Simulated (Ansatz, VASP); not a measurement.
One calculation of BAs, two programs

INCAR

```
ALGO = Normal ; EDIFF = 1E-8
ENCUT = 520 ; GGA = PE
ISIF = 2 ; ISMEAR = -4
LASPH = True ; LCHARG = False
LEFG = True ; LREAL = False
LWAVE = False ; NBANDS = 11
NELM = 60 ; PREC = Accurate
SIGMA = 0.1
```

Contents of KPOINTS:

```
k-points
0
Gamma
  14 14 14
```

File POSCAR:

```
BAs
1.0
    0.0000000000      2.3068473379      2.3068473379
    2.3068473379      0.0000000000      2.3068473379
    2.3068473379      2.3068473379      0.0000000000
B As
1 1
Direct
    0.0000000000      0.0000000000      0.0000000000
    0.5000000000      0.5000000000      0.5000000000
```

Input for Ansatz:

```yaml
crystal:
  lattice:
    - [0.0, 2.3068473379, 2.3068473379]
    - [2.3068473379, 0.0, 2.3068473379]
    - [2.3068473379, 2.3068473379, 0.0]
  atoms:
    - { symbol: B, position: [0.0, 0.0, 0.0] }
    - { symbol: As, position: [0.5, 0.5, 0.5] }
kpoints:
  mp_grid: { grid: [14, 14, 14] }
  band_path:
    path:
      - [0.0, 0.0, 0.0]
      - [0.5, 0.0, 0.5]
      - [0.625, 0.25, 0.625]
      - [0.375, 0.375, 0.75]
      - [0.0, 0.0, 0.0]
      - [0.5, 0.5, 0.5]
      - [0.5, 0.25, 0.75]
      - [0.5, 0.0, 0.5]
    npoints: 8
scf:
  occupations: { method: tetrahedron_uncorrected }
hamiltonian:
  xc: pbe
  pseudopotentials: { kind: all_electron, datasets: crystal }
output:
  forces: true
  stress: true
  eigenvalues: true
  efg: { contact_densities: true }
```

Measurements of this composition are mostly on another form, of space group No. 216.

Alike in both runs: task electric field gradients; functional PBE; k mesh 14 × 14 × 14; no spin polarisation.

|  | VASP | Ansatz |
| --- | --- | --- |
| version | VASP 6.6.1 | Ansatz 0.2.0 |
| potentials or method | VASP PAW PBE potentials, release 64 (B, As) | all-electron PAW with datasets made for the crystal, scalar-relativistic |
| plane-wave cutoff (eV) | 520 | see its input |
| occupations | tetrahedron | tetrahedron-uncorrected |

VASP gave:

- gap on the k mesh at the Fermi level (eV): none
- pressure (GPa): 0.4

Problem. Which values does Ansatz return?

Solution. gap on the k mesh at the Fermi level (eV): none; pressure (GPa): 0.1.

A gap of «none» marks a metal or a gap that the smearing closes. Ansatz ran all-electron here, so the differences hold the error of VASP's frozen core and of both bases.
